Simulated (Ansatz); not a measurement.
# KBr: the cost of one run

Method: DFT r2SCAN, scalar-relativistic, plane waves, PAW, in Ansatz 0.2.0.

The COD entry's cell or inner coordinates are ideal or old and differ from later refinements, so a difference from it is no clean test against experiment.

### Step 1. The starting structure

The structure is cubic, space group Fm-3m (No. 225). The conventional cell has a = 6.585 Å, b = 6.585 Å, c = 6.585 Å, α = 90.00°, β = 90.00°, γ = 90.00°. K (site symmetry m-3m) is surrounded by 6 Br at 3.29 Å. Br (site symmetry m-3m) has 6 K at 3.29 Å in its first shell of neighbours.

Structure file:

```cif
data_structure
_symmetry_space_group_name_H-M 'Fm-3m'
_symmetry_Int_Tables_number 225
_cell_length_a 6.5850
_cell_length_b 6.5850
_cell_length_c 6.5850
_cell_angle_alpha 90.000
_cell_angle_beta 90.000
_cell_angle_gamma 90.000
_cell_volume 285.54
loop_
_atom_site_label
_atom_site_type_symbol
_atom_site_symmetry_multiplicity
_atom_site_Wyckoff_symbol
_atom_site_fract_x
_atom_site_fract_y
_atom_site_fract_z
_atom_site_occupancy
K1 K 4 a 0.00000 0.00000 0.00000 1
Br1 Br 4 b 0.50000 0.00000 0.00000 1
```

No relaxation comes first: the listed cell is the starting point.

### Step 2. The reference cell

The reference gives a free energy of -4339.3128 eV, pressure 0.18 GPa, largest force 0.000 eV/Å and gap on the mesh 5.10 eV. It was computed beforehand with the settings of the runs below.

### Step 3. Setting up a strain scan

The cell is strained by ε times the Voigt pattern (0, 0, 0, 0, 1, 0) (xx, yy, zz, yz, xz, xy; engineering shear), with fractional coordinates fixed (clamped ions). The stress on the pattern is the sum of the stress components weighted by it, tension positive.

### Step 4. At ε = -0.1000

The input, input.yaml:

```yaml
crystal:
  lattice:
    - [-0.164625, 3.2925, 3.2925]
    - [3.127875, 0.0, 3.127875]
    - [3.2925, 3.2925, -0.164625]
  atoms:
    - { symbol: K, position: [0.0, 0.0, 0.0] }
    - { symbol: Br, position: [0.5, 0.5, 0.5] }
basis:
  ecutwfc: 500
kpoints:
  mp_grid: { grid: [6, 6, 6] }
hamiltonian:
  xc: r2scan
scf:
  occupations: { method: gaussian, width: 0.05 }
output:
  forces: true
  stress: true
  eigenvalues: true
```

Launch:

```console
> ansatz run input.yaml --threads 1 --pin off --max-ram 2560MiB --backend cpu --events-out ev --progress --plain --runs-dir out
```

Q: Estimate wall time and peak memory on 1 thread of Arm Neoverse V1, shared host.

About 6.7 s, with a peak of 0.52 GiB.
